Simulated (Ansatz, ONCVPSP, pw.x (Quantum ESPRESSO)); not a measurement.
**Equation-of-state test of one ONCV potential (Zr (Z = 40))**

- Element: zirconium
- Generator: ONCVPSP 4.0.1
- Type: optimised norm-conserving Vanderbilt (ONCV)
- Functional: PBE
- Relativity: scalar-relativistic
- Frozen core: [Kr]
- Valence charge: 4
- Reference configuration: 4d2 5s2
- Partial waves: 5s: rc 3.20 bohr, ncon 4, nbas 7, qcut 2 1/bohr, 2 projectors, debl 0.9 Ha; p scattering state at 0.36 Ha: rc 2.90 bohr, ncon 4, nbas 7, qcut 3 1/bohr, 1 projector; 4d: rc 2.85 bohr, ncon 3, nbas 8, qcut 5.1 1/bohr, 2 projectors, debl 0.5 Ha
- Local potential: polynomial inside 2.80 bohr (lpopt 5, dvloc0 6 Ha)
- Core correction: Teter function, fcfact 5, rcfact 1.05

In the p channel the program set the typed energies aside and used 0.050 Ha.

Atomic tests: cutoffs needed: 9.1 Ha and 11 Ha (the cutoffs (Ha) at which the residual kinetic energy of the hardest occupied pseudo-wave falls to 1 and 0.1 mHa per electron); ghost test: no bound ghost flagged; no localised positive-energy state flagged; largest excitation error: +271 meV (all-electron minus pseudo) for 4d1 5s0, out of 4 test configurations.

Crystal test: bcc Zr in pw.x 7.5, no spin, 13³ k-points, Fermi–Dirac smearing 0.01 Ry, cutoffs 50/200 Ry. The reference is all-electron LAPW (Ansatz 0.2.0) with the same functional, mesh and smearing; V0 and B0 come from Birch–Murnaghan fits to the pressures at five volumes. Errors are pseudo minus all-electron; Δ is the rms difference of the E(V) curves that follow from these fits, minima aligned, over ±6 % about the mean V0. Mesh and smearing are coarse, so the numbers serve the comparison and aren't converged zero-temperature values; the lattice is a test structure that the element need not adopt.

```csv
V (Å³/atom),P all-electron (GPa),P pseudo (GPa)
21.920,4.41,7.37
22.497,1.91,4.48
23.074,-0.34,1.89
23.651,-2.37,-0.42
24.228,-4.19,-2.50
```

All-electron: a0 = 3.582 Å (V0 = 22.98 Å³/atom), B0 = 86.4 GPa.

Pseudopotential: mean pressure error (GPa): +2.28; a0 (Å): 3.611; a0 error (%): +0.80; B0 error (%): +5.6; Δ (meV/atom): 11.0. The largest radius (3.20 bohr) exceeds half the bond length (2.93 bohr), so the spheres overlap, which is one possible source of error among others. This is a poor potential for the solid.

**Question.** At the middle volume, how do free energy and pressure move when the wave cutoff is lowered (ecutrho kept at four times it)?

**Answer.**

| cutoff (Ry) | shift of F (meV/atom) | shift of P (GPa) |
| --- | --- | --- |
| 22 | +7.0 | -0.21 |
| 30 | +3.0 | -0.05 |
| 40 | +0.1 | -0.00 |

The 8 pw.x runs together took about 57 s on one core of a shared server CPU.
